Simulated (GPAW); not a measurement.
Runs of GPAW 26.7.0 on MgB2. Symmetry: P6/mmm, No. 191, hexagonal system. Conventional cell: a = 3.085 Å, b = 3.085 Å, c = 3.523 Å, α = 90.00°, β = 90.00°, γ = 120.00°. Around Mg (site symmetry 6/mmm) lie 12 B at 2.51 Å. B (site symmetry -6m2) is surrounded by 3 B at 1.78 Å. 

| task | level | potentials or basis | cell | k mesh | cutoff (eV) | optimizer | fmax | max steps | hybrids on these orbitals | eigensolver | mesh quality | gap on the mesh (eV) | pressure (GPa) | relaxed volume (Å³/atom) |
| --- | --- | --- | --- | --- | --- | --- | --- | --- | --- | --- | --- | --- | --- | --- |
| single point | PBE | GPAW PAW data sets (gpaw-data 1.2.1), pw | as given | 10 × 10 × 8 | 800 | - | - | - | - | - | not flagged | none | (a) | - |
| relaxation of cell and atoms | r2SCAN+D3(BJ) | GPAW PAW data sets (gpaw-data 1.2.1), pw | relaxed | 7 × 7 × 5 | 800 | BFGS | 0.05 eV/Å | 60 | - | - | not flagged | none | 0.0 | 9.40 |
| one-shot levels on a semilocal density | LDA | the program's PAW data sets (release 1.2.1) made for this functional, pw | as given | 6 × 6 × 5 | 600 | - | - | - | ["HSE06", "EXX", "PBE0"] | - | coarse | none | -7.5 | - |
| relaxation of cell and atoms | OLYP | PAW data sets generated in the run's folder for this functional, pw | relaxed | 7 × 7 × 5 | 800 | FIRE | 0.05 eV/Å | 100 | - | davidson | not flagged | none | -0.4 | 9.68 |
| single point | PBE | GPAW PAW data sets (gpaw-data 1.2.1), pw | atoms moved at random, drawn with an rms of 0.05 Å | 10 × 10 × 8 | 800 | - | - | - | - | - | not flagged | none | -0.9 | - |

Alike in all rows: no spin polarisation; smearing fermi-dirac 0.05 eV.

Fill in the values left out.

(a) -1.2.

Caveats: some runs use coarse meshes; later steps reuse the first step's grids (some runs); the PAW data sets were made with another functional, which shifts forces and pressure a little (some runs); pairwise dispersion overbinds metals, which lowers pressure and volume (some runs); the cutoff is short for stress and forces, so pressures can be off by a GPa or more (some runs); one-shot exact exchange on a metal's smeared states is rough (some runs).

A gap of «none» marks a metal or a gap under the smearing width.
